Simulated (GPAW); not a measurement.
C:

```
C
1.0
     0.00000    1.78337    1.78337
     1.78337    0.00000    1.78337
     1.78337    1.78337    0.00000
C
2
Direct
  0.75000 0.75000 0.75000
  0.50000 0.50000 0.50000
```

This isn't the form of C at room conditions, which is graphite.

Base run:

| Item | Value |
| --- | --- |
| Program | GPAW 26.7.0 |
| Functional | PBE |
| Potentials or basis | GPAW PAW data sets (gpaw-data 1.2.1) |
| Cutoff | 800 eV |
| Basis | pw |
| k mesh | 13 × 13 × 13 |
| Occupations | fermi-dirac, width 0.05 eV |
| Spin | no spin polarisation |

Its results: band gap on the k mesh 4.14 eV, indirect (least direct gap 5.60 eV); pressure 1.4 GPa.

Question: The run is repeated on the same cell with these changes: functional from PBE to r2SCAN. What comes out?

Answer: Band gap on the k mesh 4.36 eV, indirect (least direct gap 5.87 eV); pressure -3.1 GPa.

r2SCAN gives the wider gap, since meta-GGAs in the generalised Kohn-Sham scheme recover part of the derivative discontinuity.

Caveats: the PAW data sets were made with another functional, which shifts forces and pressure a little (some runs).
